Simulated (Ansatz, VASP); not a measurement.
# CdS (Hawleyite) in two plane-wave programs, part 2 of 2

Wanted: the spread between two codes on one cell, functional and k mesh.

VASP 6.6.1 and Ansatz 0.2.0.

So far: The structure; Ansatz: G0W0 gap, PBE.

## Step 3: VASP: G0W0 gap, PBE

Level of this step: G0W0 on PBE; plane waves and PAW (Cd_GW, S_GW) (VASP).

The same cell, functional and mesh now go to VASP, with its own data sets and cutoff.

Lines of VASP's logs that name or quote its potential files are left out, and so is its time.

The run reads the wave functions of an earlier VASP run, which isn't shown here.

Input file INCAR:

```
SYSTEM = CdS
PREC = Accurate
ENCUT = 300
ISMEAR = 0
SIGMA = 0.01
LREAL = .FALSE.
GGA = PE
NBANDS = 384
ALGO = EVGW0
NELMGW = 1
ENCUTGW = 220
NOMEGA = 48
PRECFOCK = Fast
NBANDSGW = 24
LWAVE = .FALSE.
LCHARG = .FALSE.
```

Input file POSCAR:

```
CdS
1.0
    0.0000000000      2.9582000000      2.9582000000
    2.9582000000      0.0000000000      2.9582000000
    2.9582000000      2.9582000000      0.0000000000
Cd S
1 1
Direct
    0.0000000000      0.0000000000      0.0000000000
    0.2500000000      0.2500000000      0.2500000000
```

Input file KPOINTS:

```
Automatic mesh
0
Gamma
6 6 6
0 0 0
```

The projector-augmented-wave data sets are Cd_GW and S_GW (PBE family, release 64).

Run with:

```
$ mpirun -np 8 vasp_std
```

Numbers of over 12 decimals in the logs are rounded to 6 here.

The log of the run:

```text
[banner, memory and clock lines left out]
running    8 mpi-ranks, on    1 nodes
 distrk:  each k-point on    8 cores,    1 groups
 distr:  one band on    1 cores,    8 groups

 POSCAR found type information on POSCAR CdS
 POSCAR found :  2 types and       2 ions
|                                                                             |
|           W    W    AA    RRRRR   N    N  II  N    N   GGGG   !!!           |
|           W    W   A  A   R    R  NN   N  II  NN   N  G    G  !!!           |
|           W    W  A    A  R    R  N N  N  II  N N  N  G       !!!           |
|           W WW W  AAAAAA  RRRRR   N  N N  II  N  N N  G  GGG   !            |
|           WW  WW  A    A  R   R   N   NN  II  N   NN  G    G                |
|           W    W  A    A  R    R  N    N  II  N    N   GGGG   !!!           |
|                                                                             |
|     For optimal performance we recommend to set                             |
|       NCORE = 2 up to number-of-cores-per-socket                            |
|     NCORE specifies how many cores store one orbital (NPAR=cpu/NCORE).      |
|     This setting can greatly improve the performance of VASP for DFT.       |
|     The default, NCORE=1 might be grossly inefficient on modern             |
|     multi-core architectures or massively parallel machines. Do your        |
|     Unfortunately you need to use the default for GW and RPA                |
|     calculations (for HF NCORE is supported but not extensively tested      |
|     yet).                                                                   |
|                                                                             |

|                                                                             |
|           W    W    AA    RRRRR   N    N  II  N    N   GGGG   !!!           |
|           W    W   A  A   R    R  NN   N  II  NN   N  G    G  !!!           |
|           W    W  A    A  R    R  N N  N  II  N N  N  G       !!!           |
|           W WW W  AAAAAA  RRRRR   N  N N  II  N  N N  G  GGG   !            |
|           WW  WW  A    A  R   R   N   NN  II  N   NN  G    G                |
|           W    W  A    A  R    R  N    N  II  N    N   GGGG   !!!           |
|                                                                             |
|     The default for ENCUTGWSOFT is different in this version of VASP.       |
|     please manually set ENCUTGWSOFT =220 in the INCAR file.                 |
|                                                                             |

 LDA part: xc-table for (Slater+PW92), standard interpolation
 found WAVECAR, reading the header
 POSCAR, INCAR and KPOINTS ok, starting setup
 FFT: planning ... GRIDC
 FFT: planning ... GRID_SOFT
 FFT: planning ... GRID
 reading WAVECAR
 the WAVECAR file was read successfully
 initial charge from wavefunction
 available memory per node:     88.25 GB, setting MAXMEM to     90369

 The Fermi energy was updated, please check that it is located mid-gap
 values below the HOMO (VB) or above the LUMO (CB) will cause erroneous energies
 E-fermi :   2.7670

 calculate exact exchange contribution
 the WAVEDER file was read successfully
energies w=
    0.000    0.000    0.456    0.000    0.909    0.000    1.359    0.000
    1.804    0.000    2.242    0.000    2.673    0.000    3.096    0.000
    3.511    0.000    3.918    0.000    4.318    0.000    4.712    0.000
    5.099    0.000    5.483    0.000    5.863    0.000    6.241    0.000
    6.620    0.000    6.999    0.000    7.381    0.000    7.769    0.000
    8.163    0.000    8.567    0.000    8.982    0.000    9.411    0.000
    9.859    0.000   10.329    0.000   10.824    0.000   11.349    0.000
   11.912    0.000   12.519    0.000   13.179    0.000   13.903    0.000
   14.706    0.000   15.605    0.000   16.621    0.000   17.787    0.000
   19.140    0.000   20.739    0.000   22.658    0.000   25.012    0.000
   27.971    0.000   31.805    0.000   36.973    0.000   44.304    0.000
   55.492    0.000   74.608    0.000  114.500    0.000  248.280    0.000
 responsefunction array rank=     392
 LDA part: xc-table for (Slater+PW92), standard interpolation

 min. memory requirement per mpi rank    465.5 MB, per node   3723.9 MB

 allocating   6 responsefunctions rank=   392
 shmem allocating  48 responsefunctions rank=   392
 response function shared by NCSHMEM nodes    1
 Doing            6  frequencies on each core in blocks of           48
NQ=   1    0.0000    0.0000    0.0000,
|.........|.........|.........|.........|.........|.........|.........|.........
 performed       1752000 updates of chi_q(r,r)
 total number of BLAS operations       2100.26 Gflops
NQ=   2    0.1667    0.0000    0.0000,
|.........|.........|.........|.........|.........|.........|.........|.........
 performed       4758000 updates of chi_q(r,r)
 total number of BLAS operations       5357.24 Gflops
NQ=   3    0.3333    0.0000    0.0000,
|.........|.........|.........|.........|.........|.........|.........|.........
 performed       7764000 updates of chi_q(r,r)
 total number of BLAS operations       8996.56 Gflops
NQ=   4    0.5000    0.0000    0.0000,
|.........|.........|.........|.........|.........|.........|.........|.........
 performed      10327000 updates of chi_q(r,r)
 total number of BLAS operations      12148.42 Gflops
NQ=   5    0.1667    0.1667    0.0000,
|.........|.........|.........|.........|.........|.........|.........|.........
 performed      13333000 updates of chi_q(r,r)
 total number of BLAS operations      15458.72 Gflops
NQ=   6    0.3333    0.1667    0.0000,
|.........|.........|.........|.........|.........|.........|.........|.........
 performed      17924000 updates of chi_q(r,r)
 total number of BLAS operations      20846.83 Gflops
NQ=   7    0.5000    0.1667    0.0000,
|.........|.........|.........|.........|.........|.........|.........|.........
 performed      22515000 updates of chi_q(r,r)
 total number of BLAS operations      26178.82 Gflops
NQ=   8   -0.3333    0.1667    0.0000,
|.........|.........|.........|.........|.........|.........|.........|.........
 performed      27106000 updates of chi_q(r,r)
 total number of BLAS operations      31737.07 Gflops
NQ=   9   -0.1667    0.1667    0.0000,
|.........|.........|.........|.........|.........|.........|.........|.........
 performed      31107000 updates of chi_q(r,r)
 total number of BLAS operations      36287.03 Gflops
NQ=  10    0.3333    0.3333    0.0000,
|.........|.........|.........|.........|.........|.........|.........|.........
 performed      34113000 updates of chi_q(r,r)
 total number of BLAS operations      39889.02 Gflops
NQ=  11    0.5000    0.3333    0.0000,
|.........|.........|.........|.........|.........|.........|.........|.........
 performed      38704000 updates of chi_q(r,r)
 total number of BLAS operations      45249.04 Gflops
NQ=  12   -0.3333    0.3333    0.0000,
|.........|.........|.........|.........|.........|.........|.........|.........
 performed      42705000 updates of chi_q(r,r)
 total number of BLAS operations      49944.98 Gflops
NQ=  13    0.5000    0.5000    0.0000,
|.........|.........|.........|.........|.........|.........|.........|.........
 performed      45010000 updates of chi_q(r,r)
 total number of BLAS operations      52722.06 Gflops
NQ=  14    0.5000    0.3333    0.1667,
|.........|.........|.........|.........|.........|.........|.........|.........
 performed      50154000 updates of chi_q(r,r)
 total number of BLAS operations      58854.02 Gflops
NQ=  15   -0.3333    0.3333    0.1667,
|.........|.........|.........|.........|.........|.........|.........|.........
 performed      55003000 updates of chi_q(r,r)
 total number of BLAS operations      64634.46 Gflops
NQ=  16   -0.3333    0.5000    0.1667,
|.........|.........|.........|.........|.........|.........|.........|.........
 performed      59023000 updates of chi_q(r,r)
 total number of BLAS operations      69476.01 Gflops
 resolving degeneracies of screened two electron integrals

 calculate QP shifts <psi_nk| G(iteration)W_0 |psi_nk>: iteration 1
 entering main loop
```

OUTCAR, selected parts (step 3):

```text
ion  position               nearest neighbor table
   1  0.000  0.000  0.000-   2 2.56   2 2.56   2 2.56   2 2.56
   2  0.250  0.250  0.250-   1 2.56   1 2.56   1 2.56   1 2.56

  LATTYP: Found a face centered cubic cell.
 ALAT       =     5.9164000000

 Subroutine GETGRP returns: Found 24 space group operations
 (whereof 24 operations were pure point group operations)

The static configuration has the point symmetry T_d .

 Found     16 irreducible k-points:

   k-points           NKPTS =     16   k-points in BZ     NKDIM =    216   number of bands    NBANDS=    384

   dimension x,y,z NGX =    24 NGY =   24 NGZ =   24
   dimension x,y,z NGXF=    48 NGYF=   48 NGZF=   48

   ENCUT  =  300.0 eV  22.05 Ry    4.70 a.u.   5.91  5.91  5.91*2*pi/ulx,y,z

   NELECT =      18.0000    total number of electrons

  energy-cutoff  :      300.00
  volume of cell :       51.77
      direct lattice vectors                 reciprocal lattice vectors
     0.000000000  2.958200000  2.958200000    -0.169021702  0.169021702  0.169021702
     2.958200000  0.000000000  2.958200000     0.169021702 -0.169021702  0.169021702
     2.958200000  2.958200000  0.000000000     0.169021702  0.169021702 -0.169021702

 k-points in reciprocal lattice and weights: Automatic mesh
   0.00000000  0.00000000  0.00000000       0.005
   0.16666667  0.00000000  0.00000000       0.037
   0.33333333  0.00000000  0.00000000       0.037
   0.50000000  0.00000000  0.00000000       0.019
   0.16666667  0.16666667  0.00000000       0.028
   0.33333333  0.16666667  0.00000000       0.111
   0.50000000  0.16666667  0.00000000       0.111
  -0.33333333  0.16666667  0.00000000       0.111
  -0.16666667  0.16666667  0.00000000       0.056
[...]
-0.33333333  0.33333333  0.16666667       0.111
  -0.33333333  0.50000000  0.16666667       0.056

 E-fermi :   2.7670

 QP shifts <psi_nk| G(iteration)W_0 |psi_nk>: iteration 1
 for sc-GW calculations column KS-energies equals QP-energies in previous step
 and V_xc(KS)=  KS-energies - (<T + V_ion + V_H > + <T+V_H+V_ion>^1  + <V_x>^1)
 k-point   1 :       0.0000    0.0000    0.0000
  band No.  KS-energies  QP-energies   sigma(KS)   V_xc(KS)     V^pw_x(r,r')   Z            occupation Imag(sigma)
    ...
      6      -4.8956      -7.0041     -18.4759     -15.4991     -23.1772       0.7083       2.0000       0.2782
      7       2.2455       1.3227     -14.9446     -13.6981     -16.4712       0.7403       2.0000      -0.0104
      8       2.2455       1.3227     -14.9446     -13.6981     -16.4712       0.7403       2.0000      -0.0104
      9       2.2455       1.3227     -14.9446     -13.6981     -16.4712       0.7403       2.0000      -0.0104
     10       3.2885       3.2421      -9.8179      -9.7588      -6.1269       0.7849       0.0000      -0.1088
     11       8.7813       9.0586      -9.2767      -9.6368      -4.8248       0.7699       0.0000      -0.1304
     12       8.7813       9.0586      -9.2767      -9.6368      -4.8248       0.7699       0.0000      -0.1304
     13       8.7813       9.0586      -9.2767      -9.6368      -4.8248       0.7699       0.0000      -0.1304
    ...

 k-point   2 :       0.1667    0.0000    0.0000
  band No.  KS-energies  QP-energies   sigma(KS)   V_xc(KS)     V^pw_x(r,r')   Z            occupation Imag(sigma)
    ...
      6      -4.8962      -7.0016     -18.4707     -15.4950     -23.1745       0.7075       2.0000       0.2788
      7       0.7841      -0.1795     -13.6904     -12.3748     -15.2892       0.7325       2.0000       0.0130
      8       2.0572       1.1243     -14.7876     -13.5225     -16.3728       0.7374       2.0000      -0.0100
      9       2.0572       1.1243     -14.7876     -13.5225     -16.3728       0.7374       2.0000      -0.0100
     10       4.4467       4.4519     -10.5994     -10.6061      -6.9128       0.7743       0.0000      -0.1171
     11       8.4182       8.6125      -9.2967      -9.5494      -4.8653       0.7688       0.0000      -0.1336
     12       9.0809       9.3643      -9.3727      -9.7432      -4.8302       0.7652       0.0000      -0.1365
     13       9.0809       9.3643      -9.3727      -9.7432      -4.8302       0.7652       0.0000      -0.1365
    ...

 k-point   3 :       0.3333    0.0000    0.0000
  band No.  KS-energies  QP-energies   sigma(KS)   V_xc(KS)     V^pw_x(r,r')   Z            occupation Imag(sigma)
    ...
      6      -4.8807      -6.9876     -18.4937     -15.5186     -23.2067       0.7082       2.0000       0.2814
      7      -0.9995      -2.0311     -13.1051     -11.6440     -15.5169       0.7060       2.0000       0.0609
      8       1.7129       0.7631     -14.5295     -13.2343     -16.2244       0.7333       2.0000      -0.0106
      9       1.7129       0.7631     -14.5295     -13.2343     -16.2244       0.7333       2.0000      -0.0106
     10       5.1341       5.2408      -9.9798     -10.1169      -5.8907       0.7778       0.0000      -0.1155
     11       8.8656       8.9827      -9.6545      -9.8106      -4.9778       0.7501       0.0000      -0.1665
     12       9.3060       9.5660      -9.2720      -9.6129      -4.7242       0.7629       0.0000      -0.1399
     13       9.3060       9.5660      -9.2720      -9.6129      -4.7242       0.7629       0.0000      -0.1399
    ...

 k-point   4 :       0.5000    0.0000    0.0000
  band No.  KS-energies  QP-energies   sigma(KS)   V_xc(KS)     V^pw_x(r,r')   Z            occupation Imag(sigma)
    ...
      6      -4.5523      -6.5629     -18.3598     -15.5246     -23.0857       0.7091       2.0000       0.3083
      7      -1.9053      -2.8789     -12.3177     -10.9022     -15.0383       0.6878       2.0000       0.0917
      8       1.5527       0.5967     -14.4139     -13.1078     -16.1571       0.7320       2.0000      -0.0116
      9       1.5527       0.5967     -14.4139     -13.1078     -16.1571       0.7320       2.0000      -0.0116
     10       5.1846       5.2995      -9.7993      -9.9466      -5.6905       0.7800       0.0000      -0.1118
     11       9.2411       9.4802      -9.1535      -9.4662      -4.6738       0.7644       0.0000      -0.1367
     12       9.2411       9.4802      -9.1535      -9.4662      -4.6738       0.7644       0.0000      -0.1367
     13       9.5702       9.6214      -9.5693      -9.6388      -4.6541       0.7364       0.0000      -0.1945
    ...

[... 4 further parts left out ...]
```

## Step 4: Differences

Known differences besides the potentials themselves: the two programs' PAW sets differ in cores and partial waves; the data sets hold 26 valence electrons in Ansatz (default PAW (the set named soft_2) files) and 18 in VASP; the cutoff is 420 eV in Ansatz and 300 eV in VASP; VASP leaves aspherical gradient terms in its spheres out (LASPH is not set), Ansatz keeps them; Ansatz integrates over frequency by contour deformation, VASP on a grid of NOMEGA points. Total energies have different zeros and are not compared.

Both answers:

```
                 quantity  Ansatz  VASP  difference
G0W0 gap on the mesh (eV)    1.86  1.92       -0.06
    PBE gap under it (eV)    1.05  1.04       +0.01
```

## Step 5: What came out

```yaml
difference_in_g0w0_gap_on_the_mesh_g0w0_gap_pbe: -0.057 eV
```

The difference in G0W0 gap on the mesh is -0.057 eV (G0W0 gap, PBE), within the 0.15 eV picked in this series as the mark of a large difference. How closely two codes agree says nothing of how well the functional describes the real material.

[Lines on the potential files, build, host, timing and source positions are cut from VASP's logs without a mark.]

[Logs are printed without paths, hosts, clocks, repeated set-up lines and the standing remarks that a program may print on its own settings, such as how far it seeks lower states.]

[Hosts, paths, dates, database ids (printed as entryN), source tags and the programs' standing remarks are cut or masked in the printed files.]
